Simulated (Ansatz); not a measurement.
**Dielectric response of SiC (10-10) films**

Wanted: ε of wurtzite SiC (10-10) by finite fields on slabs, and the band edges against the vacuum where run.

Method: plane-wave DFT, r2SCAN, Ansatz PAW (set soft_1); PAW set soft_1, in the first sound run; inputs show where later runs differ, in Ansatz 0.2.0.

**1. Set-up**

The cell holds 12 atoms: 6 Si and 6 C. Cell: a = 3.080 Å, b = 5.050 Å, c = 24.224 Å, α = 90.0°, β = 90.0°, γ = 90.0°. It derives from SiC (wurtzite SiC). Vacuum lies along c.

**2. Relaxation, 12 atoms, units 3**

The structure is relaxed first, because levels and dipoles at a surface follow the positions of the outer atoms.

The input, input.yaml:

```yaml
crystal:
  lattice:
    - [3.08, 0.0, 0.0]
    - [0.0, 5.05, 0.0]
    - [0.0, 0.0, 24.2238359019]
  atoms:
    - { symbol: Si, position: [0.0, 0.0, 0.3715348814] }
    - { symbol: C, position: [0.0, 0.375, 0.3715348814] }
    - { symbol: Si, position: [0.5, 0.5, 0.408239201] }
    - { symbol: C, position: [0.5, 0.875, 0.408239201] }
    - { symbol: Si, position: [0.5, 0.0, 0.4816478402] }
    - { symbol: C, position: [0.5, 0.375, 0.4816478402] }
    - { symbol: Si, position: [0.0, 0.5, 0.5183521598] }
    - { symbol: C, position: [0.0, 0.875, 0.5183521598] }
    - { symbol: Si, position: [0.0, 0.0, 0.591760799] }
    - { symbol: C, position: [0.0, 0.375, 0.591760799] }
    - { symbol: Si, position: [0.5, 0.5, 0.6284651186] }
    - { symbol: C, position: [0.5, 0.875, 0.6284651186] }
kpoints:
  mp_grid: { grid: [8, 6, 1] }
hamiltonian:
  xc: r2scan
  pseudopotentials: { kind: paw, azcp: { folder: soft_1 } }
scf:
  occupations: { method: fixed }
  convergence: { dr2_threshold: 1.0e-09 }
efield:
  axis: 3
  dipole_correction: true
  ramp_position: 0.97
  ramp_width: 0.06
relax:
  f_tol: 0.003
  max_steps: 100
output:
  write_potential: true
  write_density: true
  volumetric_format: npy
```

The run is started by

```sh
$ ansatz run input.yaml --threads 4 --pin off --max-ram 8192MiB --backend cpu --events-out ev --progress --plain --runs-dir out
```

Numbers of over 12 decimals in the logs are rounded to 6 here.

What it wrote:

```text
Engine: ansatz 0.2.0, x86_64-unknown-linux-gnu
Pseudopotentials: kind: paw
Pseudopotential: Si, paw, valence charge 4, recommended cutoff 500 eV (meta_gga), soft_1/Si.paw.azcp
Pseudopotential: C, paw, valence charge 4, recommended cutoff 500 eV (meta_gga), soft_1/C.paw.azcp
Functional definition: r2SCAN
  parameter k0 = 0.174
  parameter k1 = 0.065
  parameter a1 = 4.9479
  exchange = r2scan_x(k0 = k0, k1 = k1, a1 = a1)
  correlation = r2scan_c
Crystal: 12 atoms, lattice volume = 376.778 Å³
Basis set: ecut = 500 eV, 9633 PW (Γ), exchange–correlation on 96×160×720 points (64 copies of the dense FFT grid, shifted against one another)
Bands: 36, of which v1, the nominal top of the filled ones, is band 24 counted from 1 (23 counted from 0)
Symmetry: 2 space group operations
k-points: 20 of 48 (time reversal used)
Non-local potential: Si, projectors of the file, l = 0: 2, l = 1: 2, l = 2: 1
Non-local potential: C, projectors of the file, l = 0: 2, l = 1: 2, l = 2: 1
PAW form: soft (Blöchl's): semilocal exchange-correlation on the pseudo side does not see the compensation charge
PAW frozen core: Si, regenerated for the run's functional (the file was generated under x = pbe(κ = 0.804, μ = 0.219515), c = pbe(β = 0.066725))
PAW frozen core: C, regenerated for the run's functional (the file was generated under x = pbe(κ = 0.804, μ = 0.219515), c = pbe(β = 0.066725))
PAW one-centre angular grid: Si, 302 points (default); XC on 160 Gauss nodes
PAW one-centre angular grid: C, 302 points (default); XC on 219 of its mesh's 2255 points in the sphere
Initial density: superposition of atomic densities (neutral atoms: chi_scale 0, normalization atom)
Initial wavefunctions: pseudopotential atomic-orbital guess
Functional: x = r2scan, c = r2scan; τ floored in thin density (d = 2e-4 eV/Å³)
SCF iter   1: F=—  HF=-5351.815566 eV  |F-HF|=—  |Δ(HF+E_count)|=         —  Δρ=8.56e-2  dr2=4.28e1  dr2_τ=3.36e0  ethr=3.10e-3  p=0.000 e·Å  D=7.56e-14 V/Å  ΔV_dip=-0.00 eV  dr2_dipole=3.94e-8  V_vac-E_F(+/−)=9.48/9.48 eV  ⟨swp⟩=5.7  Hψ=3891  notcnv=0  defer=200
efield: sawtooth ramp at fractional position 0.9700 (set: `efield.ramp_position`, or a place that a band, a saddle search or an elastic batch's reference lends), width 0.0600; the density the first Hamiltonian is built on has a dipole p = 0.000 e·Å; the dipole correction subtracts the counter field D = 7.56e-14 V/Å, which shifts the + side's vacuum level by -0.00 eV against the − side's; the planar-averaged density in the ramp window peaks in size at 5.9e-8 e/Å³
preconditioner: auto → Resta (q_TF=auto, 1.935 Å⁻¹)  ε∞=2.1  [insulator: Δε(μ)=3.039 eV  Ē_g=12.714 eV  n_scr=36 (ndim 8)  ℏωp=13.3 eV  f_vac=0.571  ε∞_Penn≈2.1  vacuum switching on, ρ_ref=1.2e-2 e/Å³]
SCF iter   2: F=—  HF=-5341.663839 eV  |F-HF|=—  |Δ(HF+E_count)|=    1.02e1  Δρ=3.41e-2  dr2=5.47e0  dr2_τ=9.94e-1  ethr=3.10e-3  p=-0.000 e·Å  D=-4.79e-5 V/Å  ΔV_dip=0.00 eV  dr2_dipole=7.67e-7  V_vac-E_F(+/−)=5.08/5.08 eV  ⟨swp⟩=4.8  Hψ=2176  notcnv=0  defer=200  κ⁻¹=1.0e0(r=1)
SCF iter   3: F=—  HF=-5341.490911 eV  |F-HF|=—  |Δ(HF+E_count)|=   1.73e-1  Δρ=1.70e-2  dr2=1.31e0  dr2_τ=5.45e-2  ethr=3.10e-3  p=0.000 e·Å  D=1.19e-4 V/Å  ΔV_dip=-0.00 eV  dr2_dipole=1.24e-6  V_vac-E_F(+/−)=6.06/6.06 eV  ⟨swp⟩=3.0  Hψ=1294  notcnv=0  defer=200  κ⁻¹=4.8e-2(r=2)
SCF iter   4: F=—  HF=-5341.425618 eV  |F-HF|=—  |Δ(HF+E_count)|=   6.53e-2  Δρ=8.86e-3  dr2=1.76e-1  dr2_τ=6.96e-3  ethr=2.72e-3  p=-0.000 e·Å  D=-1.04e-4 V/Å  ΔV_dip=0.00 eV  dr2_dipole=1.24e-6  V_vac-E_F(+/−)=5.57/5.57 eV  ⟨swp⟩=2.5  Hψ=916  notcnv=0  defer=200  κ⁻¹=5.0e-3(r=3)
SCF iter   5: F=—  HF=-5341.451326 eV  |F-HF|=—  |Δ(HF+E_count)|=   2.57e-2  Δρ=2.56e-3  dr2=1.86e-2  dr2_τ=7.30e-4  ethr=3.67e-4  p=0.000 e·Å  D=2.01e-4 V/Å  ΔV_dip=-0.00 eV  dr2_dipole=4.88e-6  V_vac-E_F(+/−)=5.45/5.45 eV  ⟨swp⟩=2.9  Hψ=1291  notcnv=0  defer=200  κ⁻¹=9.4e-4(r=4)
SCF iter   6: F=—  HF=-5341.455802 eV  |F-HF|=—  |Δ(HF+E_count)|=   4.48e-3  Δρ=6.54e-4  dr2=2.09e-3  dr2_τ=6.59e-5  ethr=3.87e-5  p=-0.001 e·Å  D=-3.59e-4 V/Å  ΔV_dip=0.01 eV  dr2_dipole=1.55e-5  V_vac-E_F(+/−)=5.48/5.48 eV  ⟨swp⟩=2.6  Hψ=1014  notcnv=0  defer=200  κ⁻¹=1.6e-4(r=5)
SCF iter   7: F=—  HF=-5341.456321 eV  |F-HF|=—  |Δ(HF+E_count)|=   5.20e-4  Δρ=2.71e-4  dr2=2.57e-4  dr2_τ=6.35e-6  ethr=4.36e-6  p=0.001 e·Å  D=4.54e-4 V/Å  ΔV_dip=-0.01 eV  dr2_dipole=2.46e-5  V_vac-E_F(+/−)=5.46/5.47 eV  ⟨swp⟩=2.3  Hψ=1096  notcnv=0  defer=200  κ⁻¹=6.7e-6(r=6)
SCF iter   8: F=—  HF=-5341.456477 eV  |F-HF|=—  |Δ(HF+E_count)|=   1.55e-4  Δρ=1.33e-4  dr2=2.30e-4  dr2_τ=2.19e-6  ethr=5.36e-7  p=-0.002 e·Å  D=-8.53e-4 V/Å  ΔV_dip=0.02 eV  dr2_dipole=8.86e-5  V_vac-E_F(+/−)=5.47/5.45 eV  ⟨swp⟩=2.4  Hψ=1128  notcnv=0  defer=200  κ⁻¹=4.7e-6(r=7)
SCF iter   9: F=—  HF=-5341.456484 eV  |F-HF|=—  |Δ(HF+E_count)|=   6.91e-6  Δρ=5.28e-5  dr2=8.92e-6  dr2_τ=2.62e-7  ethr=4.78e-7  p=0.000 e·Å  D=6.00e-5 V/Å  ΔV_dip=-0.00 eV  dr2_dipole=4.05e-7  V_vac-E_F(+/−)=5.46/5.46 eV  ⟨swp⟩=2.2  Hψ=732  notcnv=0  defer=198  κ⁻¹=1.7e-7(r=8)
SCF iter  10: F=—  HF=-5341.456488 eV  |F-HF|=—  |Δ(HF+E_count)|=   4.52e-6  Δρ=1.25e-5  dr2=6.05e-7  dr2_τ=1.30e-8  ethr=1.86e-8  p=-0.000 e·Å  D=-1.33e-6 V/Å  ΔV_dip=0.00 eV  dr2_dipole=4.40e-12  V_vac-E_F(+/−)=5.46/5.46 eV  ⟨swp⟩=2.6  Hψ=1261  notcnv=0  defer=197  κ⁻¹=1.1e-7(r=8)
SCF iter  11: F=—  HF=-5341.456475 eV  |F-HF|=—  |Δ(HF+E_count)|=   1.31e-5  Δρ=4.95e-6  dr2=1.06e-7  dr2_τ=4.73e-9  ethr=1.26e-9  p=-0.000 e·Å  D=-3.44e-6 V/Å  ΔV_dip=0.00 eV  dr2_dipole=3.88e-10  V_vac-E_F(+/−)=5.46/5.46 eV  ⟨swp⟩=2.1  Hψ=1147  notcnv=0  defer=190  κ⁻¹=2.2e-7(r=8)
SCF iter  12: F=—  HF=-5341.456475 eV  |F-HF|=—  |Δ(HF+E_count)|=   1.19e-7  Δρ=2.21e-6  dr2=2.58e-8  dr2_τ=1.39e-9  ethr=2.21e-10  p=0.000 e·Å  D=1.24e-6 V/Å  ΔV_dip=-0.00 eV  dr2_dipole=3.55e-11  V_vac-E_F(+/−)=5.46/5.46 eV  ⟨swp⟩=2.0  Hψ=1006  notcnv=0  defer=190  κ⁻¹=8.1e-7(r=8)
SCF iter  13: F=—  HF=-5341.456475 eV  |F-HF|=—  |Δ(HF+E_count)|=   2.36e-8  Δρ=9.22e-7  dr2=3.51e-9  dr2_τ=8.92e-11  ethr=5.37e-11  p=-0.000 e·Å  D=-2.82e-7 V/Å  ΔV_dip=0.00 eV  dr2_dipole=5.98e-12  V_vac-E_F(+/−)=5.46/5.46 eV  ⟨swp⟩=2.2  Hψ=1079  notcnv=0  defer=190  κ⁻¹=3.5e-7(r=8)
SCF iter  14: F=-5341.456475 eV  HF=-5341.456475 eV  |F-HF|=6.68e-10  |Δ(HF+E_count)|=   5.32e-9  Δρ=3.54e-7  dr2=4.56e-10  dr2_τ=1.09e-11  ethr=2.08e-12  p=0.000 e·Å  D=1.96e-7 V/Å  ΔV_dip=-0.00 eV  dr2_dipole=1.26e-12  V_vac-E_F(+/−)=5.46/5.46 eV  ⟨swp⟩=9.9  Hψ=4523  notcnv=0
SCF 1 converged in 14 iterations: F = -5341.456475 eV  dr2 = 4.56e-10
[...]
SCF iter   3: F=—  HF=-5342.949227 eV  |F-HF|=—  |Δ(HF+E_count)|=   1.81e-5  Δρ=5.80e-6  dr2=9.19e-8  dr2_τ=2.19e-9  ethr=1.79e-9  p=-0.000 e·Å  D=-1.02e-7 V/Å  ΔV_dip=0.00 eV  dr2_dipole=3.55e-12  V_vac-E_F(+/−)=5.54/5.54 eV  ⟨swp⟩=2.6  Hψ=1041  notcnv=0  defer=124  κ⁻¹=4.5e-2(r=2)
SCF iter   4: F=—  HF=-5342.949227 eV  |F-HF|=—  |Δ(HF+E_count)|=  2.91e-10  Δρ=2.15e-6  dr2=1.21e-8  dr2_τ=3.77e-10  ethr=1.91e-10  p=0.000 e·Å  D=3.82e-7 V/Å  ΔV_dip=-0.00 eV  dr2_dipole=3.76e-12  V_vac-E_F(+/−)=5.54/5.54 eV  ⟨swp⟩=2.5  Hψ=1068  notcnv=0  defer=124  κ⁻¹=3.7e-3(r=3)
SCF iter   5: F=—  HF=-5342.949227 eV  |F-HF|=—  |Δ(HF+E_count)|=   3.58e-9  Δρ=9.51e-7  dr2=2.16e-9  dr2_τ=7.48e-11  ethr=2.52e-11  p=-0.000 e·Å  D=-6.23e-8 V/Å  ΔV_dip=0.00 eV  dr2_dipole=2.66e-12  V_vac-E_F(+/−)=5.54/5.54 eV  ⟨swp⟩=2.8  Hψ=1068  notcnv=0  defer=124  κ⁻¹=4.2e-4(r=4)
SCF iter   6: F=-5342.949227 eV  HF=-5342.949227 eV  |F-HF|=3.37e-11  |Δ(HF+E_count)|=   1.14e-9  Δρ=2.07e-7  dr2=1.13e-10  dr2_τ=8.03e-12  ethr=2.08e-12  p=0.000 e·Å  D=3.40e-7 V/Å  ΔV_dip=-0.00 eV  dr2_dipole=2.41e-12  V_vac-E_F(+/−)=5.54/5.54 eV  ⟨swp⟩=9.0  Hψ=4390  notcnv=0
SCF 8 converged in 6 iterations: F = -5342.949227 eV  dr2 = 1.13e-10
  greatest PAW one-centre occupation: 0.671 electrons in one spin orbital (limit 2), on the C atom at site 11 (counted from 0), in its partial waves of l = 0
relax step   8: F+E_penalty+E_count = -5342.94922693 eV  Δ(F+E_penalty+E_count) = -5.696e-6 eV  max|allowed force component| = 7.410e-4 eV/Å  Δτ_max = 0.0005 Å  (6 SCF iters, accepted)
NSCF: frozen V_eff on 20 k-points
the band table was solved once a step of the walk had ended and its energy, with any forces and stress, was formed, with the checks that follow a solve (5971 applications of the Hamiltonian). They found nothing against the state; the energy, forces and stress were not computed again (output.eigenvalues in the input reference)
iter 1 solved again at ethr=1.00e-12 eV; its pass at ethr=3.10e-3 eV (dr2=1.11e-10 eV) is discarded
SCF iter   1: F=—  HF=-5342.949227 eV  |F-HF|=—  |Δ(HF+E_count)|=         —  Δρ=2.07e-7  dr2=1.13e-10  dr2_τ=8.02e-12  ethr=1.00e-12  p=0.000 e·Å  D=3.40e-7 V/Å  ΔV_dip=-0.00 eV  dr2_dipole=2.41e-12  V_vac-E_F(+/−)=5.54/5.54 eV  ⟨swp⟩=2.0  Hψ=2663  notcnv=0
efield: sawtooth ramp at fractional position 0.9700 (kept from the solve that this one continues, or follows in the run), width 0.0600; the density the first Hamiltonian is built on has a dipole p = 0.000 e·Å; the dipole correction subtracts the counter field D = 3.40e-7 V/Å, which shifts the + side's vacuum level by -0.00 eV against the − side's; the planar-averaged density in the ramp window peaks in size at 2.4e-7 e/Å³
preconditioner: auto → Resta (q_TF=auto, 1.935 Å⁻¹)  ε∞=2.3  [insulator: Δε(μ)=1.654 eV  Ē_g=11.755 eV  n_scr=36 (ndim 8)  ℏωp=13.3 eV  f_vac=0.600  ε∞_Penn≈2.3  vacuum switching on, ρ_ref=1.0e-2 e/Å³]
SCF iter   2: F=-5342.949227 eV  HF=-5342.949227 eV  |F-HF|=6.28e-11  |Δ(HF+E_count)|=  3.82e-11  Δρ=1.09e-7  dr2=3.24e-11  dr2_τ=9.55e-13  ethr=1.00e-12  p=-0.000 e·Å  D=-1.41e-9 V/Å  ΔV_dip=0.00 eV  dr2_dipole=1.27e-12  V_vac-E_F(+/−)=5.54/5.54 eV  ⟨swp⟩=8.0  Hψ=3691  notcnv=0
SCF 9 converged in 2 iterations: F = -5342.949227 eV  dr2 = 3.24e-11
NSCF: frozen V_eff on 20 k-points
the band table was solved once a step of the walk had ended and its energy, with any forces and stress, was formed, with the checks that follow a solve (3721 applications of the Hamiltonian). They found nothing against the state; the energy, forces and stress were not computed again (output.eigenvalues in the input reference)
WARN: The output density's exchange-correlation potential varies sharply where the density is thin. Do not read a vacuum level from v_tot or v_xc, or from such a field of the output density. On a cell that repeats whose density bears no net charge and no dipole along the vacuum's axis use v_es (v_loc + v_h of the components); under efield.dipole_correction with no amplitude use v_es + v_field, which holds any externa [...]
SCF converged after 2 iterations
Stability not checked: this state was not tested for a lower state beside it, because the mixer in use, unlike msr1, does not test its closes by its own steps (another_mixer; see scf.mixing.algorithm and scf.lower_state_search)
Free energy (F): -5342.949227 eV
Harris-Foulkes:  -5342.949227 eV  (|F-HF|=6.28e-11)
Internal energy: -5342.949227 eV  (E = F + TS)
E sigma→0 (E₀):  -5342.949227 eV
Fermi energy:    -0.532853 eV
Dipole field:    D = 0.000001 V/Å  (p = 0.000002 e·Å, saw-weighted, corrected)
Work function:   Φ+ = 5.5440 eV   Φ− = 5.5440 eV
Levels:          The Fermi level and band energies are counted from a zero that moves with the ramp; work functions are not
--- Per-component energies (eV) ---
  E_band       = -329.415037
  E_kinetic    = 796.537025
  E_local      = -25896.619550  (includes V_loc(G=0)·N_el)
  E_nonlocal   = 267.002781
  E_hartree    = 12614.360054
  E_xc         = -604.996926
  E_vxc        = -702.597330  (∫ρ·V_xc dr)
  E_paw        = -3719.400284  (= ΣΔE_a)
  E_vpaw       = -56.008891  (= ΣTr[D̂ρ^β])
  E_aug_tail   = 0.000092  (compensation charges beyond the density's cutoff)
  E_vtau       = 33.550940  (kinetic-family band-sum trace: ∫τ·v_τ [+ j·A + Jᵃ·Aᵃ] dr)
  E_efield     = 0.000000  (sawtooth field / dipole correction)
  E_vefield    = 0.000000  (∫n·V_field dr)
  E_ewald      = 11200.774824
  E_core_change = -0.607242  (= ΣΔE_core)
  E_smearing   = -0.000000  (= −TS)
  E_closure    = -0.000000  (closes the sum)
  Σ components = -5342.949227   (vs F -5342.949227, Δ=0.00e0)
--- Forces (eV/Å), atoms counted from 1 ---
  atom   1  Si     0.00000000    -0.00030480     0.00027428
  atom   2  C      0.00000000     0.00074100     0.00004943
  atom   3  Si     0.00000000     0.00009159    -0.00040096
  atom   4  C      0.00000000    -0.00052351    -0.00007968
  atom   5  Si     0.00000000    -0.00007605     0.00001612
  atom   6  C      0.00000000     0.00006555     0.00031546
  atom   7  Si     0.00000000    -0.00007564    -0.00002343
  atom   8  C      0.00000000     0.00006573    -0.00030900
  atom   9  Si     0.00000000     0.00009022     0.00039675
  atom  10  C      0.00000000    -0.00052337     0.00008461
  atom  11  Si     0.00000000    -0.00030357    -0.00027616
  atom  12  C      0.00000000     0.00073990    -0.00004819
  max |Σ_I F_I| component: 1.29e-5 eV/Å
--- Band table (eV; the first three rows and the last of 20) ---
  k-point 0: bands = [... 20 lower, -1.3750, -1.2956, -0.9959, -0.5545, 2.1524, 2.4105, 2.9110, 3.5485, ... 8 higher]
  k-point 1: bands = [... 20 lower, -1.8072, -1.4109, -1.1367, -0.6878, 2.1216, 2.4307, 2.8352, 3.3149, ... 8 higher]
  k-point 2: bands = [... 20 lower, -2.0777, -1.4875, -1.4669, -0.8821, 1.9856, 2.2227, 3.0706, 3.2295, ... 8 higher]
  k-point 19: bands = [... 20 lower, -2.8607, -2.8607, -1.0337, -1.0337, 1.1208, 1.1208, 3.5344, 3.5344, ... 8 higher]
--- Relaxed structure (8 steps of the walk, 7 accepted, 0 SCFs on fresh bases) ---
  F+E_penalty+E_count = -5342.94922693 eV   max|allowed force component| = 7.410e-4 eV/Å
  atoms:
    - { symbol: Si, position: [0.0, 0.023457, 0.382148] }
    - { symbol: C, position: [0.0, 0.364088, 0.375795] }
    - { symbol: Si, position: [0.5, 0.491816, 0.405201] }
    - { symbol: C, position: [0.5, 0.865367, 0.406555] }
    - { symbol: Si, position: [0.5, 0.00296452, 0.482868] }
    - { symbol: C, position: [0.5, 0.377307, 0.482213] }
    - { symbol: Si, position: [0.0, 0.502965, 0.517132] }
    - { symbol: C, position: [0.0, 0.877307, 0.517787] }
    - { symbol: Si, position: [0.0, -0.00818401, 0.594799] }
    - { symbol: C, position: [0.0, 0.365367, 0.593445] }
    - { symbol: Si, position: [0.5, 0.523457, 0.617852] }
    - { symbol: C, position: [0.5, 0.864088, 0.624205] }
```

Run time: 79 s. Hardware: 4 threads of Intel Xeon Platinum 8488C (Sapphire Rapids), shared host; peak memory 1.6 GiB; 5.1 min of CPU time.

Step by step:

```csv
step,energy less that of the first step (eV),largest force component (eV/Å)
1,0.0000,2.5991
2,-1.0699,1.7226
3,-1.3779,2.0228
4,-1.4879,0.1393
5,-1.4873,0.1855
6,-1.4927,0.0296
7,-1.4927,0.0051
8,-1.4928,0.0007
```

Relaxation step 5 was tried and not accepted.

Forces are held to the 2 operations that the run works with; a distortion that breaks them can't arise in this run.

The atoms that moved most (Å):

```csv
atom,dx,dy,dz,length
Si1,0.000,0.118,0.257,0.283
Si11,0.000,0.118,-0.257,0.283
C12,0.000,-0.055,-0.103,0.117
C2,0.000,-0.055,0.103,0.117
Si9,0.000,-0.041,0.074,0.084
Si3,0.000,-0.041,-0.074,0.084
C4,0.000,-0.049,-0.041,0.063
C10,0.000,-0.049,0.041,0.063
```

This step gave:

- gap on the k-mesh: 1.654 eV
- dipole along the normal: 2.30e-6 e·Å
- ionisation energy, upper face: 5.544 eV
- electron affinity, upper face: 3.890 eV

Running mean over 2.667 Å of the planar mean; the ramp of the sawtooth is left out. Electron's electrostatic potential energy less the highest filled level against z:

z (Å), electron's electrostatic potential energy less the highest filled level (eV) and a bar from the least value:
```
      3.0       5.54 ##############################
      3.5       5.54 ##############################
      4.0       5.54 ##############################
      4.5       5.54 ##############################
      5.0       5.54 ##############################
      5.5       5.54 ##############################
      6.0       5.52 ##############################
      6.5       5.43 ##############################
      7.0       5.07 #############################
      7.5       3.67 ##########################
      8.0       0.73 ###################
      8.5      -2.81 ###########
      9.0      -5.44 #####
      9.5      -6.56 ##
     10.0      -7.22 
     10.5      -7.43 
     11.0      -7.16 #
     11.5      -6.84 #
     12.0      -6.84 #
     12.5      -6.83 #
     13.0      -6.97 #
     13.5      -7.36 
     14.0      -7.40 
     14.5      -6.86 #
     15.0      -6.09 ###
     15.5      -4.17 ########
     16.0      -0.87 ###############
     16.5       2.50 #######################
     17.0       4.65 ############################
     17.5       5.33 #############################
     18.0       5.49 ##############################
     18.5       5.53 ##############################
     19.0       5.54 ##############################
     19.5       5.54 ##############################
     20.0       5.54 ##############################
     20.5       5.54 ##############################
     21.0       5.54 ##############################
```

The relaxation took 8 steps and lowered the energy by 1.5 eV; the largest force on the free atoms ends at 7.4e-4 eV/Å.

The gap is 1.65 eV, with the valence edge 5.54 eV and the conduction edge 3.89 eV under the upper vacuum level.

(Continued in part 2 of 5.)

[Logs are printed without paths, hosts, clocks, repeated set-up lines and the standing remarks that a program may print on its own settings, such as how far it seeks lower states.]

[Hosts, paths, dates, database ids (printed as entryN), source tags and the programs' standing remarks are cut or masked in the printed files.]

[Maps of the electrostatic potential energy from Ansatz leave out the sawtooth potential of an applied field or a dipole correction, so their vacuum need not be flat; planar profiles and work functions include it.]
